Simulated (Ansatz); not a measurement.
Input of an Ansatz 0.2.0 run:

input.yaml

```yaml
crystal:
  lattice:
    - [-1.50800044, 1.50800044, 2.10725036]
    - [1.50800044, -1.50800044, 2.10725036]
    - [1.50800044, 1.50800044, -2.10725036]
  atoms:
    - { symbol: Co, position: [0.0, 0.0, 0.0], spin: 2.0 }
    - { symbol: O, position: [0.5, 0.5, 0.0] }
hamiltonian:
  xc: pbe
  pseudopotentials: { kind: paw }
  hubbard: { sites: [{ species: Co, l: d, u_eff: 4.0 }] }
magnetization:
  spin_polarized: true
kpoints:
  mp_grid: { grid: [12, 12, 12] }
scf:
  occupations: { method: fermi_dirac, width: 0.05 }
output:
  forces: true
  stress: true
  eigenvalues: true
  write_density: true
  write_potential: true
  elf: true
  volumetric_format: npy
relax:
  f_tol: 0.01
  max_steps: 40
  cell: { stress_tol: 0.05 }
```

Potentials or basis: Ansatz PAW.

The run is started by

```console
$ ansatz run input.yaml --threads 2 --pin off --max-ram 5632MiB --backend cpu --events-out ev --progress --plain --runs-dir out
```

Question: Estimate the site moments.

Answer: Co +2.63; O +0.20 μB.

Question: What does it give for the relaxed cell?

Answer: a = 3.049 Å, b = 3.079 Å, c = 3.079 Å, α = 120.02°, β = 120.32°, γ = 89.98°.

Question: What does it give for the net moment?

Answer: 3.00 μB per cell.

Eigenvalues of the final occupation matrices:
| site | spin | trace | eigenvalues |
| --- | --- | --- | --- |
| site 1 | 1 | 4.99 | 1.00 1.00 1.00 1.00 1.00 |
| site 1 | 2 | 2.26 | 0.04 0.12 0.12 0.99 0.99 |

Caveat: the magnetic or orbital state may not be the lowest; a cell with one magnetic atom can't hold antiferromagnetic order, which such compounds often take. Zero-point motion and thermal expansion aren't in these numbers.
